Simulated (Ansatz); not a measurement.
System: tetradymite Sb2Te3. Method: PBEsol-D3(BJ) (PAW; Ansatz, an electronic-structure program).

Settings: plane-wave cutoff 520 eV, 10×10×10 k mesh, Fermi–Dirac smearing 0.01 eV, scalar-relativistic PAW data made under PBE.

Shape and atoms are relaxed at each volume.

Pressure at four volumes; x = ln(V/29.874 Å³). One pressure is withheld.

| V (Å³/atom) | x | P (GPa) |
|---|---|---|
| 28.679 | -0.0408 | 2.35 |
| 29.874 | 0.0000 | 0.00 |
| 30.472 | 0.0198 | -0.96 |
| 31.069 | 0.0392 | ? |

Pass a parabola P(x) through the three rows shown, estimate the bulk modulus and its pressure derivative near zero pressure, and predict the withheld pressure.

Slopes between the rows: (0.00 − (2.35))/(0.0000 − (-0.0408)) = -57.60 and (-0.96 − (0.00))/(0.0198 − (0.0000)) = -48.48 GPa. Their difference over the span 0.0606 is c = 9.12/0.0606 = 150.5 GPa, so P(x) = 2.35 + (-57.60)(x − (-0.0408)) + 150.5 (x − (-0.0408))(x − (0.0000)). At the middle row B = −dP/dx = −[-57.60 + 150.5 × 0.0408] = 51.5 GPa, and B′ = dB/dP = 2c/B = 5.8. At x = 0.0392 the parabola gives -1.79 GPa; the run gives -1.76 GPa. The Birch–Murnaghan fit to the energies at all volumes has B0 = 50.9 GPa and B′ = 6.2.

Measured, for comparison: bulk modulus 36.1 ± 0.9 GPa (temperature not stated, not corrected to a static lattice; as tabulated in Sans et al. (2019), arXiv:1907.08317). Computed (rounded) less measured: bulk modulus +41 %.

Note: the bulk modulus comes from volumes at which shape and atoms were relaxed.

Spin–orbit coupling is not included.
